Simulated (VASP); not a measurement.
# Sn (Im-3m) in VASP: single point with PBE

Aim: the single point of Sn with PBE.

Program: VASP 6.6.1. These are calculated values, not measurements. Logs are shortened: lines on timing, memory, paths and dates and some standing lists are left out, and cuts for length are marked.

## (1) Starting point

The structure is cubic, space group Im-3m (No. 229). The conventional cell has a = 3.789 Å, b = 3.789 Å, c = 3.789 Å, α = 90.00°, β = 90.00°, γ = 90.00°. Sn (site symmetry m-3m) is surrounded by 8 Sn at 3.28 Å.

This isn't the form of Sn at room conditions, which is tetragonal (white tin).

## (2) Single point, PBE

Contents of INCAR:

```
ALGO = Fast
EDIFF = 1E-7
ENCUT = 520
GGA = PE
ISIF = 2
ISMEAR = 1
LASPH = True
LCHARG = False
LREAL = False
LWAVE = False
NBANDS = 13
NELM = 60
PREC = Accurate
SIGMA = 0.1
```

Contents of KPOINTS:

```
k-points
0
Gamma
  9 9 9
```

Contents of POSCAR:

```
Sn
1.0
   -1.8946500000      1.8946500000      1.8946500000
    1.8946500000     -1.8946500000      1.8946500000
    1.8946500000      1.8946500000     -1.8946500000
Sn
1
Direct
    0.0000000000      0.0000000000      0.0000000000
```

Potentials or basis: VASP PAW PBE potentials, release 64 (Sn_d).

Launch:

```bash
$ cat potpaw_PBE.64/Sn_d/POTCAR > POTCAR
$ mpirun -np 1 vasp_std > vasp.out
```

OUTCAR:

```text
EDIFF = 1E-7
   ENCUT = 520
   GGA = PE
   ISIF = 2
   ISMEAR = 1
   LASPH = True
   LREAL = False
   NELM = 60
   PREC = Accurate

 ion  position               nearest neighbor table
   1  0.000  0.000  0.000-

  LATTYP: Found a body centered cubic cell.
 ALAT       =     3.7893000000

  Lattice vectors:

 A1 = (  -1.8946500000,   1.8946500000,   1.8946500000)
 A2 = (   1.8946500000,  -1.8946500000,   1.8946500000)
 A3 = (   1.8946500000,   1.8946500000,  -1.8946500000)

Analysis of symmetry for initial positions (statically):
=====================================================================
 Subroutine PRICEL returns:
 Original cell was already a primitive cell.

 Routine SETGRP: Setting up the symmetry group for a
 body centered cubic supercell.

 Subroutine GETGRP returns: Found 48 space group operations
 (whereof 48 operations were pure point group operations)
 out of a pool of 48 trial point group operations.

The static configuration has the point symmetry O_h .

Analysis of symmetry for dynamics (positions and initial velocities):
=====================================================================
 Subroutine PRICEL returns:
 Original cell was already a primitive cell.

 Routine SETGRP: Setting up the symmetry group for a
 body centered cubic supercell.

 Subroutine GETGRP returns: Found 48 space group operations
 (whereof 48 operations were pure point group operations)
 out of a pool of 48 trial point group operations.

The dynamic configuration has the point symmetry O_h .

 Subroutine INISYM returns: Found 48 space group operations
 (whereof 48 operations are pure point group operations),
 and found     1 'primitive' translations

----------------------------------------------------------------------------------------

                                     Primitive cell

  volume of cell :      27.2049

  direct lattice vectors                    reciprocal lattice vectors
    -1.894650000  1.894650000  1.894650000     0.000000000  0.263900984  0.263900984
     1.894650000 -1.894650000  1.894650000     0.263900984  0.000000000  0.263900984
     1.894650000  1.894650000 -1.894650000     0.263900984  0.263900984  0.000000000

  length of vectors
     3.281630063  3.281630063  3.281630063     0.373212351  0.373212351  0.373212351

  position of ions in fractional coordinates (direct lattice)
     0.000000000  0.000000000  0.000000000

  ion indices of the primitive-cell ions
   primitive index   ion index
[... 82 lines left out ...]
   TEBEG  =    0.0;   TEEND  =   0.0 temperature during run
   PSTRESS=    0.0 pullay stress
   NELECT =      14.0000    total number of electrons
   NUPDOWN=      -1.0000    fix difference up-down
   EMIN   =  10.00;   EMAX   =-10.00  energy-range for DOS
   EFERMI =   0.00;   METHOD = LEGACY
   ISMEAR =     1;   SIGMA  =   0.10  broadening in eV -4-tet -1-fermi 0-gaus
   EFERMI_NEDOS =   21; number of points for ismear=-14 and -15
   IALGO  =     68    algorithm
   IMIX   =      4    mixing-type and parameters
     AMIX     =   0.40;   BMIX     =  1.00
     AMIX_MAG =   1.60;   BMIX_MAG =  1.00
  volume/ion in A,a.u.               =      27.20       183.59
  Fermi-wavevector in a.u.,A,eV,Ry     =   1.311903  2.479138 23.416858  1.721090
  Thomas-Fermi vector in A             =   2.442333
   LORBIT       =      0    0 simple, 1 ext, 2 COOP (PROOUT), +10 PAW based schemes
   GGA     = PE    functional components
   LHFCALC =     F    Hartree Fock is set to
   AEXX    =    0.0000 exact exchange contribution
   IVDW    =     0    specifies the selected vdW correction
   LEPSILON=     F    determine dielectric tensor
   LRPA    =     F    only Hartree local field effects (RPA)
 non-spin polarized calculation
 RMM-DIIS sequential band-by-band and
 Methfessel and Paxton  Order N= 1 SIGMA  =   0.10
  energy-cutoff  :      520.00
  volume of cell :       27.20
 maximum number of plane-waves:       746
   NGX = 13   NGY = 13   NGZ = 13

 number of electron      13.9999996 magnetization

 Free energy of the ion-electron system (eV)
  ---------------------------------------------------
  ext. energy  EPLUGINS =         0.00000000
  ---------------------------------------------------
  free energy    TOTEN  =        -3.78069753 eV

  energy without entropy =       -3.78068225  energy(sigma->0) =       -3.78069243

 E-fermi :   7.9567     XC(G=0): -10.3670

 val. band max:        7.8764944302   @ k =   0.2222   0.2222   0.1111
 cond. band min:       7.9895421147   @ k =  -0.3333   0.3333   0.2222
 fundamental gap:      0.1130476845
 Fermi energy:         7.9566651793

 k-point     1 :       0.0000    0.0000    0.0000
  band No.  band energies     occupation
      1     -13.4999      2.00000
      2     -13.4999      2.00000
      3     -13.4999      2.00000
      4     -13.3616      2.00000
      5     -13.3616      2.00000
      6      -3.0043      2.00000
      7      16.0349      0.00000
      8      16.0349      0.00000
      9      16.0349      0.00000
     10      20.1915      0.00000
     11      20.1916      0.00000
     12      20.1918      0.00000
     13      20.8028      0.00000
[... 354 lines left out ...]
  band No.  band energies     occupation
      1     -13.4926      2.00000
      2     -13.4576      2.00000
      3     -13.4061      2.00000
      4     -13.3702      2.00000
      5     -13.2931      2.00000
      6       2.2925      2.00000
      7       4.4389      2.00000
      8       8.6471     -0.00000
      9      12.9721      0.00000
     10      16.8600      0.00000
     11      18.6911      0.00000
     12      19.4030      0.00000
     13      21.4699      0.00000

 [... further k-points ...]

------------------------ aborting loop because EDIFF is reached ----------------------------------------

  FORCE on cell =-STRESS in cart. coord.  units (eV):
  Direction    XX          YY          ZZ          XY          YZ          ZX
  --------------------------------------------------------------------------------------
  -------------------------------------------------------------------------------------
  Total        0.0542217      0.0542217      0.0542217     -0.0000000     -0.0000000      0.0000000
  in kB        3.1932800      3.1932800      3.1932800     -0.0000000     -0.0000000      0.0000000
  external PRESSURE =       3.1932800 kB  Pullay stress =       0.0000000 kB

 VOLUME and BASIS-vectors are now :
 -----------------------------------------------------------------------------
  energy-cutoff  :      520.00
  volume of cell :       27.20
      direct lattice vectors                 reciprocal lattice vectors
    -1.894650000  1.894650000  1.894650000     0.000000000  0.263900984  0.263900984
     1.894650000 -1.894650000  1.894650000     0.263900984  0.000000000  0.263900984
     1.894650000  1.894650000 -1.894650000     0.263900984  0.263900984  0.000000000

 POSITION                                       TOTAL-FORCE (eV/Angst)
 -----------------------------------------------------------------------------------
      0.00000      0.00000      0.00000        -0.000000      0.000000      0.000000
 -----------------------------------------------------------------------------------
    total drift:                                0.000000      0.000000      0.000000

  FREE ENERGIE OF THE ION-ELECTRON SYSTEM (eV)
  ---------------------------------------------------
  free  energy   TOTEN  =        -3.7806975252 eV

  energy  without entropy=       -3.7806822498  energy(sigma->0) =       -3.78069243
```

stdout:

```text
POSCAR found type information on POSCAR Sn
 POSCAR found :  1 types and       1 ions
 scaLAPACK will be used
 LDA part: xc-table for (Slater+PW92), standard interpolation
 POSCAR, INCAR and KPOINTS ok, starting setup
 FFT: planning ... GRIDC
 FFT: planning ... GRID_SOFT
 FFT: planning ... GRID
 WAVECAR not read
 entering main loop
```

It took 8.5 s on 1 thread of Intel Xeon Platinum 8259CL at 2.50GHz (Skylake/Cascade Lake), shared host; peak memory 0.13 GiB.

Results:

```
Free energy            : -3.7807 eV
Pressure               : 0.3 GPa
Band gap on the k mesh : none (metal or under the smearing width)
```
